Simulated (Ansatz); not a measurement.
## Ta(100) / 3 layers Li(100) / Ta(100): resistance against film thickness

How does the resistance across the layers grow with the film in Ta(100) / 3 layers Li(100) / Ta(100)?

Main program and level: Ansatz 0.2.0; Ansatz plane-wave DFT, PBEsol, PAW files; ballistic transport by layer matching (Landauer), zero bias.

Report form: the programs' logs are mostly left out.

**1. Starting point**

The cell holds 13 atoms: 10 Ta and 3 Li. Cell: a = 3.303 Å, b = 3.303 Å, c = 22.581 Å, α = 85.8°, β = 85.8°, γ = 90.0°. It derives from Ta and Li. Regions: lead, 10 atoms (10 Ta); films, 3 atoms (3 Li). The structure is stacked along c, and the current runs across the ab planes.

**2. With 3 layers**

The film is laid into the lead at the lead's in-plane lattice, and the cell closes on the lead's own image. The mesh across the current, 22×22, is finer than the density's, because channels open and close sharply across the zone. Energies from -1 to 1 eV in steps of 0.036 eV cover the slope of the Fermi function at 300 K, so the program can form a conductance.

input.yaml

```yaml
crystal:
  lattice:
    - [3.30256, 0.0, 0.0]
    - [0.0, 3.30256, 0.0]
    - [1.65128, 1.65128, 22.4599812626]
  atoms:
    - { symbol: Ta, position: [0.9816197531, 0.9816197531, 0.0367604937] }
    - { symbol: Ta, position: [0.4448592594, 0.4448592594, 0.1102814811] }
    - { symbol: Ta, position: [0.9080987657, 0.9080987657, 0.1838024686] }
    - { symbol: Ta, position: [0.371338272, 0.371338272, 0.257323456] }
    - { symbol: Ta, position: [0.8345777783, 0.8345777783, 0.3308444434] }
    - { symbol: Li, position: [0.2941316876, 0.2941316876, 0.4117366248] }
    - { symbol: Li, position: [0.75, 0.75, 0.5] }
    - { symbol: Li, position: [0.2058683124, 0.2058683124, 0.5882633752] }
    - { symbol: Ta, position: [0.6654222217, 0.6654222217, 0.6691555566] }
    - { symbol: Ta, position: [0.128661728, 0.128661728, 0.742676544] }
    - { symbol: Ta, position: [0.5919012343, 0.5919012343, 0.8161975314] }
    - { symbol: Ta, position: [0.0551407406, 0.0551407406, 0.8897185189] }
    - { symbol: Ta, position: [0.5183802469, 0.5183802469, 0.9632395063] }
kpoints:
  mp_grid: { grid: [11, 11, 2] }
hamiltonian:
  xc: pbesol
scf:
  occupations: { method: fermi_dirac, width: 0.1 }
output:
  transmission: { leads: [[0, 1]], kmesh: [22, 22], e_range: [-1.0, 1.0], de: 0.036 }
  write_potential: true
  write_density: true
  volumetric_format: npy
  elf: true
```

The run is started by

```sh
> ansatz run input.yaml --threads 4 --pin off --max-ram 8192MiB --backend cpu --events-out ev --progress --plain --runs-dir out
```

Elapsed: 6.1 min, on 4 threads of Arm Neoverse V2, shared host; peak memory 1.3 GiB; 22 min of CPU time.

Numbers from this step:

```yaml
free_energy: -98671.9621 eV
energy_at_zero_smearing: -98671.7185 eV
fermi_energy: 13.82 eV
cell_area: 10.91 Å²
step_of_the_lead_s_potential: 27.9 meV
ballistic_conductance_of_the_lead: 1.82e15 S/m²
estimated_errors_of_the_lead_s_conductance: 0, 3.9, 0.4 % (band edges, k-mesh, distance from neutral)
lead_conductance_per_cell: 2.568 G₀
conductance_of_the_junction: 4.24e14 S/m²
junction_conductance_per_cell: 0.5975 G₀
estimated_errors_of_the_junction_s_conductance: 0.4, 0, 5.8, 19, 0.6 % (energy step, band edges, k-mesh, leads' steps, distance from neutral)
area_resistance_that_the_stack_adds_contact_term_taken_off_spin_by_spin: 1.808 fΩ m²
```

Per spin. The transmission, zone mean by energy, zero at the Fermi level:

energy (eV), transmission, zone mean and a bar from the least value:
```
   -1.000      0.261 ##
   -0.964      0.252 ##
   -0.892      0.257 ##
   -0.856      0.246 #
   -0.784      0.264 ##
   -0.748      0.281 ###
   -0.676      0.291 ####
   -0.640      0.300 #####
   -0.568      0.309 #####
   -0.532      0.325 ######
   -0.460      0.374 #########
   -0.424      0.387 ##########
   -0.352      0.528 ##################
   -0.316      0.561 ####################
   -0.244      0.665 ##########################
   -0.208      0.685 ############################
   -0.136      0.723 ##############################
   -0.100      0.677 ###########################
   -0.028      0.618 ########################
    0.008      0.588 ######################
    0.080      0.563 ####################
    0.116      0.552 ####################
    0.188      0.519 ##################
    0.224      0.481 ###############
    0.296      0.445 #############
    0.332      0.442 #############
    0.404      0.399 ###########
    0.440      0.378 #########
    0.512      0.341 #######
    0.548      0.311 #####
    0.620      0.239 #
    0.656      0.229 
    0.728      0.224 
    0.764      0.237 #
    0.836      0.300 #####
    0.872      0.312 #####
    0.944      0.333 #######
    0.980      0.339 #######
```

Per spin. The open channels, zone mean, lead by energy, zero at the Fermi level:

```
energy (eV)  open channels, zone mean, lead
     -1.000                            2.20
     -0.892                            2.07
     -0.820                            2.21
     -0.712                            2.29
     -0.640                            2.23
     -0.532                            2.36
     -0.424                            2.60
     -0.352                            3.06
     -0.244                            3.09
     -0.136                            2.75
     -0.064                            2.68
      0.008                            2.55
      0.044                            2.44
      0.116                            2.35
      0.224                            2.11
      0.332                            1.98
      0.404                            1.80
      0.512                            1.67
      0.620                            1.42
      0.692                            1.20
      0.800                            1.02
      0.872                            1.01
      0.980                           0.971
```

Transmission over k1 and k2. At 0.0080 eV from the Fermi level.

Ten even steps from '0' (0.00) to '9' (1.53):
```
0014100689989986001410
1146106676666676601641
3466104566666665401664
1111012064434460210111
0000111003666300111000
0064210014555410012460
2665000156414651000566
8876601565202565106678
9966434650000056434669
9966465420000024564669
9866365100000001563668
9966465420000024564669
9966434650000056434669
8876601565202565106678
2665000156414651000566
0064210014555410012460
0000111003666300111000
1111012064434460210111
3466104566666665401664
1146106676666676601641
0014100689989986001410
0013100289999982001310
```
Columns: k1 (b1) from -0.5 to 0.455; rows upwards: k2 (b2) from -0.5 to 0.455.

Open channels over k1 and k2. At 0.0080 eV from the Fermi level.

Ten even steps from '_' (0.00) to '@' (5.00):
```
==============**%%%%%%%%%%%%%%**============
========::__****%%%%%%@@%%%%%%****__::======
======::::__::****@@@@@@@@@@****::__::::====
====::::__::::::==@@@@@@@@@@==::::::__::::==
====____::::::====**********====::::::____==
====**::::::======**********======::::::**==
==******::======**************======::******
%%%%%%**======******************======**%%%%
%%%%%%@@@@********::::::::::********@@@@%%%%
%%%%%%@@@@********::::::::::********@@@@%%%%
%%%%@@@@@@********::::::::::********@@@@@@%%
%%%%%%@@@@********::::::::::********@@@@%%%%
%%%%%%@@@@********::::::::::********@@@@%%%%
%%%%%%**======******************======**%%%%
==******::======**************======::******
====**::::::======**********======::::::**==
====____::::::====**********====::::::____==
====::::__::::::==@@@@@@@@@@==::::::__::::==
======::::__::****@@@@@@@@@@****::__::::====
========::__****%%%%%%@@%%%%%%****__::======
==============**%%%%%%%%%%%%%%**============
================%%%%%%%%%%%%%%==============
```
Columns: k1 (b1) from -0.5 to 0.455; rows upwards: k2 (b2) from -0.5 to 0.455.

ELF in the ca plane at fractional y = 0.055, with atoms of Ta within 0.2 Å of it. It is the smooth field of the valence electrons, not physical close to the nuclei.

Ten even steps from '0' (0.02) to '9' (0.71), each cell a mean:
```
97794364389983366347852357775323565323445553
69973464369983466347862357885101478776433455
33333565335643455335642357875101478876432357
53345444443234433433222345566322577665433356
65566423565554222345444321146555653113444555
33345433565664212256665300015666630000356643
34434555433344322356555300015677620240167534
89973465335533433433234310025666620130167524
96794364379973465433422344456555641000266633
```
Columns run along c (16.0 Å, from fractional 0.02 to 0.73 of the cell), rows up along a (3.3 Å).

Electrostatic potential energy in the ca plane at fractional y = 0.055, with atoms of Ta within 0.2 Å of it. With pseudopotentials it is smooth inside the atoms' cores, unlike the true potential.

Ten even steps from '0' (-28 eV) to '9' (16 eV), each cell a mean:
```
00005899620016899853247999999999999999999998
41137999730026999852247999999999999999999999
76678999864458999864457999999999999999998899
99999999988888888887778999999999999999998899
99999989999999877899999999999999999999999999
88899999999999867899999998999999999878999997
64578999988889877899999998899999998657999985
20037999864568888888889999999999998657999985
00005899730037999875578999999999999888999986
```
Columns run along c (16.0 Å, from fractional 0.02 to 0.73 of the cell; values clipped at the 3rd and 97th percentile), rows up along a (3.3 Å).

Valence density in the ca plane at fractional y = 0.055, with atoms of Ta within 0.2 Å of it. It is the smooth field of the valence electrons, not physical close to the nuclei.

Values in e/Å³, 5 rows by 16 columns, each cell a mean:
```
3.3 1.5 0.3 2.1 2.3 0.3 0.6 1.5 0.2 0.1 0.0 0.0 0.1 0.1 0.2 0.3
0.6 0.4 0.3 0.7 0.8 0.3 0.4 0.8 0.2 0.1 0.0 0.0 0.1 0.1 0.2 0.3
0.2 0.2 0.3 0.3 0.3 0.4 0.3 0.2 0.1 0.1 0.0 0.0 0.1 0.1 0.2 0.3
0.8 0.4 0.3 0.3 0.3 0.4 0.3 0.2 0.1 0.1 0.0 0.0 0.1 0.3 0.1 0.4
3.6 1.5 0.3 1.3 1.3 0.3 0.4 0.5 0.1 0.1 0.0 0.0 0.1 0.2 0.1 0.4
```
Columns run along c (16.0 Å, from fractional 0.02 to 0.73 of the cell), rows up along a (3.3 Å).

The lead's potential steps by 28 meV from period to period, which the log calls too much for a lead. The program estimates the junction's conductance to 5.8 % from the k-mesh, 0.6 % from the leads' distance from neutral and 19 % from their steps.

By hand: 1/G − 1/G_lead = 1/0.4245 − 1/1.824 = 1.81 fΩ m² with G in 10¹⁵ S/m².

**3. With 5 layers, k-mesh 11×11×1, film layers 5**

The stack now holds 5 film layers; the k-mesh follows the cell, and the energies span -0.27 to 0.27 eV.

System of this step: Ta(100) / 5 layers Li(100) / Ta(100). The cell holds 15 atoms: 10 Ta and 5 Li. Its edges and angles: a = 3.303 Å, b = 3.303 Å, c = 26.528 Å, α = 86.4°, β = 86.4°, γ = 90.0°. It derives from Ta and Li. Regions: lead, 10 atoms (10 Ta); films, 5 atoms (5 Li). The structure is stacked along c, and the current runs across the ab planes.

input.yaml

```yaml
crystal:
  lattice:
    - [3.30256, 0.0, 0.0]
    - [0.0, 3.30256, 0.0]
    - [1.65128, 1.65128, 26.424768771]
  atoms:
    - { symbol: Ta, position: [0.984377536, 0.984377536, 0.0312449281] }
    - { symbol: Ta, position: [0.4531326079, 0.4531326079, 0.0937347843] }
    - { symbol: Ta, position: [0.9218876798, 0.9218876798, 0.1562246404] }
    - { symbol: Ta, position: [0.3906427517, 0.3906427517, 0.2187144966] }
    - { symbol: Ta, position: [0.8593978236, 0.8593978236, 0.2812043528] }
    - { symbol: Li, position: [0.3250202876, 0.3250202876, 0.3499594247] }
    - { symbol: Li, position: [0.7875101438, 0.7875101438, 0.4249797124] }
    - { symbol: Li, position: [0.25, 0.25, 0.5] }
    - { symbol: Li, position: [0.7124898562, 0.7124898562, 0.5750202876] }
    - { symbol: Li, position: [0.1749797124, 0.1749797124, 0.6500405753] }
    - { symbol: Ta, position: [0.6406021764, 0.6406021764, 0.7187956472] }
    - { symbol: Ta, position: [0.1093572483, 0.1093572483, 0.7812855034] }
    - { symbol: Ta, position: [0.5781123202, 0.5781123202, 0.8437753596] }
    - { symbol: Ta, position: [0.0468673921, 0.0468673921, 0.9062652157] }
    - { symbol: Ta, position: [0.515622464, 0.515622464, 0.9687550719] }
kpoints:
  mp_grid: { grid: [11, 11, 1] }
hamiltonian:
  xc: pbesol
scf:
  occupations: { method: fermi_dirac, width: 0.1 }
output:
  transmission:
    leads: [[0, 1]]
    kmesh: [22, 22]
    e_range: [-0.27, 0.27]
    de: 0.036
  write_potential: true
  write_density: true
  volumetric_format: npy
```

Wall time 3.8 min (4 threads); peak memory 1.2 GiB; 13 min of CPU time.

This step gave:

| Property | Result |
| --- | --- |
| free energy | -99077.9434 eV |
| energy at zero smearing | -99077.6825 eV |
| Fermi energy | 11.87 eV |
| step of the lead's potential | 27.8 meV |
| conductance of the junction | 3.88e14 S/m² |
| junction conductance per cell | 0.5461 G₀ |
| estimated errors of the junction's conductance | 0.3, 0, 7.4, 18.5, 0.6 % (energy step, band edges, k-mesh, leads' steps, distance from neutral) |
| area resistance that the stack adds (contact term taken off, spin by spin) | 2.030 fΩ m² |

Per spin. Transmission, zone mean against energy, zero at the Fermi level:

```
energy (eV)  transmission, zone mean
     -0.270                    0.599
     -0.234                    0.632
     -0.198                    0.623
     -0.162                    0.610
     -0.126                    0.616
     -0.090                    0.601
     -0.054                    0.582
     -0.018                    0.554
      0.018                    0.541
      0.054                    0.515
      0.090                    0.470
      0.126                    0.441
      0.162                    0.389
      0.198                    0.351
      0.234                    0.317
      0.270                    0.306
```

The conductance of the junction is 3.9e14 S/m², 8.6 % under the 4.2e14 S/m² of the last finished run, no more than the error estimates, leads' steps apart, of 5.8 and 7.4 % together. The estimate from the leads' steps, 18 %, is larger still.

**4. With 6 layers, k-mesh 11×11×1, film layers 6**

The stack now holds 6 film layers; the k-mesh follows the cell, and the energies span -0.27 to 0.27 eV.

System of this step: Ta(100) / 6 layers Li(100) / Ta(100). The cell holds 16 atoms: 10 Ta and 6 Li. Its edges and angles: a = 3.303 Å, b = 3.303 Å, c = 28.407 Å, α = 90.0°, β = 90.0°, γ = 90.0°. It derives from Ta and Li. Regions: lead, 10 atoms (10 Ta); films, 6 atoms (6 Li). The structure is stacked along c, and the current runs across the ab planes.

input.yaml, the sections that differ from step 3:

```yaml
crystal:
  lattice:
    - [3.30256, 0.0, 0.0]
    - [0.0, 3.30256, 0.0]
    - [0.0, 0.0, 28.4071625252]
  atoms:
    - { symbol: Ta, position: [0.0, 0.0, 0.0290645009] }
    - { symbol: Ta, position: [0.5, 0.5, 0.0871935026] }
    - { symbol: Ta, position: [0.0, 0.0, 0.1453225044] }
    - { symbol: Ta, position: [0.5, 0.5, 0.2034515061] }
    - { symbol: Ta, position: [0.0, 0.0, 0.2615805079] }
    - { symbol: Li, position: [0.5, 0.5, 0.3255375073] }
    - { symbol: Li, position: [0.0, 0.0, 0.3953225044] }
    - { symbol: Li, position: [0.5, 0.5, 0.4651075015] }
    - { symbol: Li, position: [0.0, 0.0, 0.5348924985] }
    - { symbol: Li, position: [0.5, 0.5, 0.6046774956] }
    - { symbol: Li, position: [0.0, 0.0, 0.6744624927] }
    - { symbol: Ta, position: [0.5, 0.5, 0.7384194921] }
    - { symbol: Ta, position: [0.0, 0.0, 0.7965484939] }
    - { symbol: Ta, position: [0.5, 0.5, 0.8546774956] }
    - { symbol: Ta, position: [0.0, 0.0, 0.9128064974] }
    - { symbol: Ta, position: [0.5, 0.5, 0.9709354991] }
# kpoints, hamiltonian, scf, output: as in step 3
```

Run time: 2 min. Hardware: 4 threads; peak memory 1.1 GiB.

This step gave:

| Item | Value |
| --- | --- |
| free energy | -99280.9486 eV |
| energy at zero smearing | -99280.6795 eV |
| Fermi energy | 11.10 eV |
| step of the lead's potential | 27.6 meV |
| lead conductance per cell | 2.569 G₀ |
| conductance of the junction | 3.90e14 S/m² |
| junction conductance per cell | 0.5493 G₀ |
| estimated errors of the junction's conductance | 0.3, 0.1, 8.7, 24.4, 0.3 % (energy step, band edges, k-mesh, leads' steps, distance from neutral) |
| area resistance that the stack adds (contact term taken off, spin by spin) | 2.015 fΩ m² |

Per spin. Transmission, zone mean against energy, zero at the Fermi level:

```
energy (eV)  transmission, zone mean
     -0.270                    0.571
     -0.234                    0.588
     -0.198                    0.596
     -0.162                    0.596
     -0.126                    0.610
     -0.090                    0.564
     -0.054                    0.557
     -0.018                    0.561
      0.018                    0.550
      0.054                    0.534
      0.090                    0.480
      0.126                    0.469
      0.162                    0.421
      0.198                    0.398
      0.234                    0.413
      0.270                    0.380
```

The conductance of the junction is 3.9e14 S/m², 0.59 % over the 3.9e14 S/m² of the last finished run, within the error estimates, leads' steps apart, of 7.4 and 8.7 %. The estimate from the leads' steps, 24 %, is larger still.

**5. With 8 layers, k-mesh 11×11×1, film layers 8**

The stack now holds 8 film layers; the k-mesh follows the cell, and the energies span -0.27 to 0.27 eV.

System of this step: Ta(100) / 8 layers Li(100) / Ta(100). The cell holds 18 atoms: 10 Ta and 8 Li. Its edges and angles: a = 3.303 Å, b = 3.303 Å, c = 32.372 Å, α = 90.0°, β = 90.0°, γ = 90.0°. It derives from Ta and Li. Regions: lead, 10 atoms (10 Ta); films, 8 atoms (8 Li). The structure is stacked along c, and the current runs across the ab planes.

input.yaml, the sections that differ from step 4:

```yaml
crystal:
  lattice:
    - [3.30256, 0.0, 0.0]
    - [0.0, 3.30256, 0.0]
    - [0.0, 0.0, 32.3719500337]
  atoms:
    - { symbol: Ta, position: [0.0, 0.0, 0.0255047966] }
    - { symbol: Ta, position: [0.5, 0.5, 0.0765143897] }
    - { symbol: Ta, position: [0.0, 0.0, 0.1275239828] }
    - { symbol: Ta, position: [0.5, 0.5, 0.178533576] }
    - { symbol: Ta, position: [0.0, 0.0, 0.2295431691] }
    - { symbol: Li, position: [0.5, 0.5, 0.2856669699] }
    - { symbol: Li, position: [0.0, 0.0, 0.3469049785] }
    - { symbol: Li, position: [0.5, 0.5, 0.4081429871] }
    - { symbol: Li, position: [0.0, 0.0, 0.4693809957] }
    - { symbol: Li, position: [0.5, 0.5, 0.5306190043] }
    - { symbol: Li, position: [0.0, 0.0, 0.5918570129] }
    - { symbol: Li, position: [0.5, 0.5, 0.6530950215] }
    - { symbol: Li, position: [0.0, 0.0, 0.7143330301] }
    - { symbol: Ta, position: [0.5, 0.5, 0.7704568309] }
    - { symbol: Ta, position: [0.0, 0.0, 0.821466424] }
    - { symbol: Ta, position: [0.5, 0.5, 0.8724760172] }
    - { symbol: Ta, position: [0.0, 0.0, 0.9234856103] }
    - { symbol: Ta, position: [0.5, 0.5, 0.9744952034] }
# kpoints, hamiltonian, scf, output: as in step 4
```

Run time: 2.1 min. Hardware: 4 threads; peak memory 1.2 GiB.

This step gave:

```yaml
free_energy: -99686.9600 eV
energy_at_zero_smearing: -99686.6789 eV
fermi_energy: 9.842 eV
step_of_the_lead_s_potential: 27.3 meV
estimated_errors_of_the_lead_s_conductance: 0, 3.9, 0.5 % (band edges, k-mesh, distance from neutral)
lead_conductance_per_cell: 2.566 G₀
conductance_of_the_junction: 3.87e14 S/m²
junction_conductance_per_cell: 0.5451 G₀
estimated_errors_of_the_junction_s_conductance: 0.3, 0, 9, 26.6, 1.1 % (energy step, band edges, k-mesh, leads' steps, distance from neutral)
area_resistance_that_the_stack_adds_contact_term_taken_off_spin_by_spin: 2.034 fΩ m²
```

Per spin. Table of transmission, zone mean by energy, zero at the Fermi level:

```
energy (eV)  transmission, zone mean
     -0.270                    0.584
     -0.234                    0.596
     -0.198                    0.612
     -0.162                    0.606
     -0.126                    0.635
     -0.090                    0.617
     -0.054                    0.603
     -0.018                    0.563
      0.018                    0.513
      0.054                    0.508
      0.090                    0.455
      0.126                    0.416
      0.162                    0.375
      0.198                    0.360
      0.234                    0.342
      0.270                    0.283
```

The conductance of the junction is 3.9e14 S/m², 0.76 % under the 3.9e14 S/m² of the last finished run, within the error estimates, leads' steps apart, of 8.7 and 9 %. The estimate from the leads' steps, 27 %, is larger still.

(Part 1 of 2 ends here.)

[Logs are printed without paths, hosts, clocks, repeated set-up lines and the standing remarks that a program may print on its own settings, such as how far it seeks lower states.]

[Hosts, paths, dates, database ids (printed as entryN), source tags and the programs' standing remarks are cut or masked in the printed files.]
